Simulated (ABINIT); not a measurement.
# LiH (Fm-3m) in ABINIT: a series of runs

The runs below take LiH through single point, relaxation of cell and atoms, with LDA.

Everything below comes from runs of ABINIT 10.8.3 (patched build). Logs are shortened: lines on timing, memory, paths and dates and some standing lists are left out, and cuts for length are marked. The log counts tension as positive stress, the text compression.

### Step 1. Starting point

It takes space group Fm-3m (No. 225, cubic). Conventional cell: a = 4.074 Å, b = 4.074 Å, c = 4.074 Å, α = 90.00°, β = 90.00°, γ = 90.00°. Li (site symmetry m-3m) has 6 H at 2.04 Å as nearest neighbours. H (site symmetry m-3m) is surrounded by 6 Li at 2.04 Å.

### Step 2. Single point, LDA

File run.abi:

```
# Pseudopotentials
pp_dirpath "./"
pseudos "Li.upf, H.upf"

# Structure
acell 2.8803994732 2.8803994732 2.8803994732 Angstrom
rprim
     0.0000000000     0.7071067812     0.7071067812
     0.7071067812     0.0000000000     0.7071067812
     0.7071067812     0.7071067812     0.0000000000
ntypat 2
znucl 3 1
natom 2
typat 1 2
xred
     0.0000000000     0.0000000000     0.0000000000
     0.5000000000     0.5000000000     0.5000000000

# Plane-wave basis
ecut 816.341587 eV

# k points
kptopt 1
ngkpt 8 8 8
nshiftk 1
shiftk 0.0 0.0 0.0

# Exchange and correlation
ixc 7

# Bands and occupations
nband 6
occopt 3
tsmear 0.05 eV

# SCF cycle
nstep 100
tolvrs 1.0e-10

# Output
iomode 3
prtwf 0
prtden 0
prteig 0
prtebands 0
```

Potentials or basis: PseudoDojo NC SR LDA v0.4.1 standard.

Run with:

```sh
abinit run.abi > log 2>&1
```

run.abo:

```text
.Version 10.8.3 of ABINIT
 Symmetries : space group Fm -3 m (#225); Bravais cF (face-center cubic)
================================================================================
 Values of the parameters that define the memory need of the present run
     intxc =       0    ionmov =       0      iscf =       7    lmnmax =       4
     lnmax =       4     mgfft =      30  mpssoang =       2    mqgrid =    3001
     natom =       2  nloc_mem =       1    nspden =       1   nspinor =       1
    nsppol =       1      nsym =      48    n1xccc =       0    ntypat =       2
    occopt =       3   xclevel =       1
       mpw =         914          nfft =       27000          nkpt =          29
================================================================================
================================================================================

--------------------------------------------------------------------------------
------------- Echo of variables that govern the present computation ------------
--------------------------------------------------------------------------------
 -outvars: echo values of preprocessed input variables --------
            acell      5.4431661376E+00  5.4431661376E+00  5.4431661376E+00 Bohr
              amu      6.94100000E+00  1.00794000E+00
             ecut      3.00000000E+01 Hartree
              ixc           7
         kptrlatt        8    0    0      0    8    0      0    0    8
          kptrlen      4.35453291E+01
            natom           2
            nband           6
            ngfft          30      30      30
             nkpt          29
            nstep         100
             nsym          48
           ntypat           2
           occopt           3
           prtden           0
        prtebands           0
           prteig           0
            prtwf           0
            rprim      0.0000000000E+00  7.0710678120E-01  7.0710678120E-01
                       7.0710678120E-01  0.0000000000E+00  7.0710678120E-01
                       7.0710678120E-01  7.0710678120E-01  0.0000000000E+00
          spgroup         225
           tolvrs      1.00000000E-10
           tsmear      1.83746611E-03 Hartree
            typat      1  2
           xangst      0.0000000000E+00  0.0000000000E+00  0.0000000000E+00
                       2.0367500001E+00  2.0367500001E+00  2.0367500001E+00
            xcart      0.0000000000E+00  0.0000000000E+00  0.0000000000E+00
                       3.8488996871E+00  3.8488996871E+00  3.8488996871E+00
             xred      0.0000000000E+00  0.0000000000E+00  0.0000000000E+00
                       5.0000000000E-01  5.0000000000E-01  5.0000000000E-01
            znucl        3.00000    1.00000

================================================================================

 chkinp: Checking input parameters for consistency.

================================================================================
== DATASET  1 ==================================================================

--- !DatasetInfo
iteration_state: {dtset: 1, }
dimensions: {natom: 2, nkpt: 29, mband: 6, nsppol: 1, nspinor: 1, nspden: 1, mpw: 914, }
cutoff_energies: {ecut:  30.0, pawecutdg:  -1.0, }
electrons: {nelect:   4.00000000E+00, charge:   0.00000000E+00, occopt:   3.00000000E+00, tsmear:   1.83746611E-03, }
meta: {optdriver: 0, ionmov: 0, optcell: 0, iscf: 7, paral_kgb: 0, }
...

 Exchange-correlation functional for the present dataset will be:
  LDA: Perdew-Wang 92 LSD fit to Ceperley-Alder data - ixc=7
  J.P.Perdew and Y.Wang, PRB 45, 13244 (1992)

 Real(R)+Recip(G) space primitive vectors, cartesian coordinates (Bohr,Bohr^-1):
 R(1)=  0.0000000  3.8488997  3.8488997  G(1)= -0.1299073  0.1299073  0.1299073
 R(2)=  3.8488997  0.0000000  3.8488997  G(2)=  0.1299073 -0.1299073  0.1299073
 R(3)=  3.8488997  3.8488997  0.0000000  G(3)=  0.1299073  0.1299073 -0.1299073
 Unit cell volume ucvol=  1.1403542E+02 bohr^3
 Angles (23,13,12)=  6.00000000E+01  6.00000000E+01  6.00000000E+01 degrees

 getcut: wavevector=  0.0000  0.0000  0.0000  ngfft=  30  30  30
         ecut(hartree)=     30.000   => boxcut(ratio)=   2.23782

 getcut : COMMENT -
  Note that boxcut > 2.2 ; recall that boxcut=Gcut(box)/Gcut(sphere) = 2
  is sufficient for exact treatment of convolution.
  Such a large boxcut is a waste : you could raise ecut
  e.g. ecut=   37.558922 Hartrees makes boxcut=2

--- Pseudopotential description ------------------------------------------------
- pspini: atom type   1  psp file is ./Li.upf
12 -1012 1 -1 1944                            pspcod,pspxc,lmax,lloc,mmax
     nproj     2     2

- pspini: atom type   2  psp file is ./H.upf
12 -1012 1 -1 1180                            pspcod,pspxc,lmax,lloc,mmax
     nproj     2     1

   1.18742047E+01                                ecore*ucvol(ha*bohr**3)
--------------------------------------------------------------------------------

================================================================================

--- !BeginCycle
iteration_state: {dtset: 1, }
solver: {iscf: 7, nstep: 100, nline: 4, wfoptalg: 0, }
tolerances: {tolvrs: 1.00E-10, }
...

     iter   Etot(hartree)      deltaE(h)  residm     vres2
 ETOT  1  -7.7169060404247    -7.717E+00 1.594E-02 2.030E+01
 ETOT  2  -7.7233848225655    -6.479E-03 6.366E-06 7.951E-02
 ETOT  3  -7.7234048195787    -2.000E-05 3.665E-06 3.896E-03
 ETOT  4  -7.7234050631528    -2.436E-07 8.232E-08 3.447E-06
 ETOT  5  -7.7234050632543    -1.015E-10 2.922E-09 4.582E-08
 ETOT  6  -7.7234050632590    -4.763E-12 1.388E-10 7.989E-10
 ETOT  7  -7.7234050632590     4.530E-14 1.439E-11 1.071E-12

 At SCF step    7       vres2   =  1.07E-12 < tolvrs=  1.00E-10 =>converged.

 Cartesian components of stress tensor (hartree/bohr^3)
  sigma(1 1)=  1.90848163E-04  sigma(3 2)=  0.00000000E+00
  sigma(2 2)=  1.90848163E-04  sigma(3 1)=  0.00000000E+00
  sigma(3 3)=  1.90848163E-04  sigma(2 1)=  0.00000000E+00

--- !ResultsGS
iteration_state: {dtset: 1, }
comment   : Summary of ground state results
lattice_vectors:
- [  0.0000000,   3.8488997,   3.8488997, ]
- [  3.8488997,   0.0000000,   3.8488997, ]
- [  3.8488997,   3.8488997,   0.0000000, ]
lattice_lengths: [   5.44317,    5.44317,    5.44317, ]
lattice_angles: [ 60.000,  60.000,  60.000, ] # degrees, (23, 13, 12)
lattice_volume:   1.1403542E+02
convergence: {deltae:  4.530E-14, res2:  1.071E-12, residm:  1.439E-11, diffor: null, }
etotal    :  -7.72340506E+00
entropy   :   0.00000000E+00
fermie    :   3.72928811E-02
cartesian_stress_tensor: # hartree/bohr^3
- [  1.90848163E-04,   0.00000000E+00,   0.00000000E+00, ]
- [  0.00000000E+00,   1.90848163E-04,   0.00000000E+00, ]
- [  0.00000000E+00,   0.00000000E+00,   1.90848163E-04, ]
pressure_GPa:  -5.6149E+00
xred      :
- [  0.0000E+00,   0.0000E+00,   0.0000E+00, Li]
- [  5.0000E-01,   5.0000E-01,   5.0000E-01,  H]
cartesian_forces: # hartree/bohr
- [ -0.00000000E+00,  -0.00000000E+00,  -0.00000000E+00, ]
- [ -0.00000000E+00,  -0.00000000E+00,  -0.00000000E+00, ]
force_length_stats: {min:   0.00000000E+00, max:   0.00000000E+00, mean:   0.00000000E+00, }
...

 Integrated electronic density in atomic spheres:
 ------------------------------------------------
 Atom  Sphere_radius  Integrated_density
    1        2.00000          2.26191317
    2        2.00000          1.24416564
================================================================================

 ----iterations are completed or convergence reached----

 Mean square residual over all n,k,spin=   15.781E-14; max=  14.391E-12
 reduced coordinates (array xred) for    2 atoms
       0.000000000000      0.000000000000      0.000000000000
       0.500000000000      0.500000000000      0.500000000000
 rms dE/dt=  0.0000E+00; max dE/dt=  0.0000E+00; dE/dt below (all hartree)
    1       0.000000000000      0.000000000000      0.000000000000
    2       0.000000000000      0.000000000000      0.000000000000

 cartesian coordinates (angstrom) at end:
    1      0.00000000000000     0.00000000000000     0.00000000000000
    2      2.03675000006463     2.03675000006463     2.03675000006463

 cartesian forces (hartree/bohr) at end:
    1     -0.00000000000000    -0.00000000000000    -0.00000000000000
    2     -0.00000000000000    -0.00000000000000    -0.00000000000000
 frms,max,avg= 0.0000000E+00 0.0000000E+00   0.000E+00  0.000E+00  0.000E+00 h/b

 cartesian forces (eV/Angstrom) at end:
    1     -0.00000000000000    -0.00000000000000    -0.00000000000000
    2     -0.00000000000000    -0.00000000000000    -0.00000000000000
 frms,max,avg= 0.0000000E+00 0.0000000E+00   0.000E+00  0.000E+00  0.000E+00 e/A
 length scales=  5.443166137557  5.443166137557  5.443166137557 bohr
              =  2.880399473200  2.880399473200  2.880399473200 angstroms
 Fermi (or HOMO) energy (hartree) =   0.03729   Average Vxc (hartree)=  -0.31579
 Eigenvalues (hartree) for nkpt=  29  k points:
 kpt#   1, nband=  6, wtk=  0.00195, kpt=  0.0000  0.0000  0.0000 (reduced coord)
  -1.61016   -0.20949    0.55807    0.61027    0.61027    0.61027
      occupation numbers for kpt#   1
   2.00000    2.00000    0.00000    0.00000    0.00000    0.00000
 prteigrs : prtvol=0 or 1, do not print more k-points.

--- !EnergyTerms
iteration_state     : {dtset: 1, }
comment             : Components of total free energy in Hartree
kinetic             :  5.66802206798528E+00
hartree             :  1.61494101691642E+00
xc                  : -1.94110899435888E+00
Ewald energy        : -3.40272690311223E+00
psp_core            :  1.04127336744582E-01
local_psp           : -5.19232282326816E+00
non_local_psp       : -4.57433676416599E+00
internal            : -7.72340506325898E+00
'-kT*entropy'       : -3.33231590749988E-15
total_energy        : -7.72340506325898E+00
total_energy_eV     : -2.10164558310505E+02
band_energy         : -3.41285348328845E+00
...

 Cartesian components of stress tensor (hartree/bohr^3)
  sigma(1 1)=  1.90848163E-04  sigma(3 2)=  0.00000000E+00
  sigma(2 2)=  1.90848163E-04  sigma(3 1)=  0.00000000E+00
  sigma(3 3)=  1.90848163E-04  sigma(2 1)=  0.00000000E+00

-Cartesian components of stress tensor (GPa)         [Pressure= -5.6149E+00 GPa]
- sigma(1 1)=  5.61494681E+00  sigma(3 2)=  0.00000000E+00
- sigma(2 2)=  5.61494681E+00  sigma(3 1)=  0.00000000E+00
- sigma(3 3)=  5.61494681E+00  sigma(2 1)=  0.00000000E+00

== END DATASET(S) ==============================================================
================================================================================

 -outvars: echo values of variables after computation  --------
            acell      5.4431661376E+00  5.4431661376E+00  5.4431661376E+00 Bohr
           etotal     -7.7234050633E+00
            fcart     -0.0000000000E+00 -0.0000000000E+00 -0.0000000000E+00
                      -0.0000000000E+00 -0.0000000000E+00 -0.0000000000E+00
            rprim      0.0000000000E+00  7.0710678120E-01  7.0710678120E-01
                       7.0710678120E-01  0.0000000000E+00  7.0710678120E-01
                       7.0710678120E-01  7.0710678120E-01  0.0000000000E+00
           strten      1.9084816299E-04  1.9084816299E-04  1.9084816299E-04
                       0.0000000000E+00  0.0000000000E+00  0.0000000000E+00
           xangst      0.0000000000E+00  0.0000000000E+00  0.0000000000E+00
                       2.0367500001E+00  2.0367500001E+00  2.0367500001E+00
             xred      0.0000000000E+00  0.0000000000E+00  0.0000000000E+00
                       5.0000000000E-01  5.0000000000E-01  5.0000000000E-01
 Calculation completed.
```

Run time: 4 s. Hardware: 1 thread of Arm Neoverse V1, shared host; peak memory 0.06 GiB.

Results:

| Property | Result |
| --- | --- |
| Free energy | -210.1646 eV |
| Band gap on the k mesh | 2.66 eV, direct |
| Valence electrons inside the program's atomic spheres | Li 2.26; H 1.24 |

Caveat: the cutoff is too short for stress, so the log's stress isn't used. A hybrid or GW would open this gap; LDA tends to underestimate it.

### Step 3. Relaxation of cell and atoms, LDA

File run.abi:

```
pp_dirpath "./"
pseudos "Li.upf, H.upf"

acell 3*1.0 Angstrom
rprim
     0.0000000000     2.0367500000     2.0367500000
     2.0367500000     0.0000000000     2.0367500000
     2.0367500000     2.0367500000     0.0000000000
ntypat 2
znucl 3 1
natom 2
typat 1 2
chkprim 0
chksymtnons 0
tolsym 1.0e-6
xred
            0.0            0.0            0.0
            1/2            1/2            1/2

ecut 37.0
ecutsm 0.5

kptopt 1
ngkpt 8 8 8
nshiftk 1
shiftk 0.0 0.0 0.0

ixc 7

nband 6
occopt 3
tsmear 0.05 eV

nstep 80
tolvrs 1.0e-12

iomode 3
prteig 0
prtebands 0
prtwf 0
prtden 0

ionmov 2
optcell 2
ntime 50
tolmxf 2.0e-5
dilatmx 1.08
```

Potentials or basis: PseudoDojo NC SR LDA v0.4.1 standard.

Run with:

```sh
abinit run.abi > log 2>&1
```

Run time: 26 s. Hardware: 1 thread of Arm Neoverse V1, shared host; peak memory 0.06 GiB.

It converged, with:

```yaml
Free_energy: -210.2083 eV
Relaxed_volume: 7.47 Å³/atom
Relaxed_cell: a = 2.765 Å, b = 2.765 Å, c = 2.765 Å, α = 60.00°, β = 60.00°, γ = 60.00°
Space_group_after_relaxing_to_0.05_Å: Fm-3m (No. 225)
Energy_gained_by_relaxing: 13.6 meV/atom
Ionic_steps: 5
Pressure_after_relaxing: 0.0 GPa
Band_gap_on_the_k_mesh: 2.54 eV, direct
```

The path:
| step | energy change (eV) | largest force (eV/Å) | pressure (GPa) | volume (Å³) |
| --- | --- | --- | --- | --- |
| 1 | 0.0000 | 0.0000 | -4.06 | 16.90 |
| 2 | -0.0051 | 0.0000 | -3.73 | 16.69 |
| 3 | -0.0268 | 0.0000 | 0.52 | 14.75 |
| 4 | -0.0271 | 0.0000 | -0.05 | 14.96 |
| 5 | -0.0271 | 0.0000 | 0.00 | 14.94 |

Final structure:
```
CELL_PARAMETERS angstrom
0.00000 1.95490 1.95490
1.95490 0.00000 1.95490
1.95490 1.95490 0.00000
ATOMIC_POSITIONS crystal
Li 0.00000 0.00000 0.00000
H 0.50000 0.50000 0.50000
```

Caveat: the volume moved by -12 % from the deposited cell, more than functionals usually miss.

### Step 4. Single point, LDA (cell relaxed)

File run.abi:

```
# Pseudopotentials
pp_dirpath "./"
pseudos "Li.upf, H.upf"

# Structure
acell 5.2244222103 5.2244222103 5.2244222103
rprim
     0.0000000000     0.7071067812     0.7071067812
     0.7071067812     0.0000000000     0.7071067812
     0.7071067812     0.7071067812     0.0000000000
ntypat 2
znucl 3 1
natom 2
typat 1 2
xred
     0.0000000000     0.0000000000     0.0000000000
     0.5000000000     0.5000000000     0.5000000000
chkprim 0
chksymtnons 0
tolsym 1.0e-6

# Plane-wave basis
ecut 37.0

# k points
kptopt 1
ngkpt 8 8 8
nshiftk 1
shiftk 0.0 0.0 0.0

# Exchange and correlation
ixc 7

# Bands and occupations
nband 6
occopt 3
tsmear 0.00183747

# SCF cycle
nstep 100
tolvrs 1.0e-10

# Output
iomode 3
prtwf 0
prtden 0
prteig 0
prtebands 0
```

Run with:

```sh
abinit run.abi > log 2>&1
```

It took 4.2 s on 1 thread of Arm Neoverse V1, shared host; peak memory 0.07 GiB.

The run converged. Its results:

- Free energy: -210.2083 eV
- Pressure: 0.0 GPa
- Band gap on the k mesh: 2.54 eV, direct
- Valence electrons inside the program's atomic spheres: Li 2.31; H 1.29

Levels at points of the mesh, in eV from the valence-band top:
| k point | band 1 | band 2 | band 3 | band 4 | band 5 | band 6 |
| --- | --- | --- | --- | --- | --- | --- |
| (0.00, 0.00, 0.00) | -43.40 | -5.84 | 17.12 | 18.17 | 18.17 | 18.17 |
| (0.50, 0.00, 0.00) | -43.33 | -2.99 | 4.81 | 14.18 | 16.65 | 16.65 |
| (0.50, 0.50, 0.00) | -43.31 | 0.00 | 2.54 | 10.76 | 10.76 | 14.14 |

A k mesh can miss the band edges.

### Step 5. The runs side by side

```tsv
task	cell	cutoff (eV)	cell freedom (optcell)	optimiser (ionmov)	cutoff smearing ecutsm (Ha)	force stop (Ha/bohr)	gap on the mesh (eV)	pressure (GPa)
single point	as given	816	-	-	-	-	2.66	-
relaxation of cell and atoms	relaxed	1007	2	2	0.5	2e-05	2.54	0.0
single point	cell relaxed	1007	-	-	-	-	2.54	0.0
```

Alike in all rows: level LDA; potentials or basis PseudoDojo NC SR LDA v0.4.1 standard; no spin polarisation; k mesh 8 × 8 × 8; smearing fermi-dirac 0.05 eV.

Caveats: the volume moved by -12 % from the deposited cell, more than functionals usually miss (some runs).

Absolute energies hang on the potentials; compare differences alone.
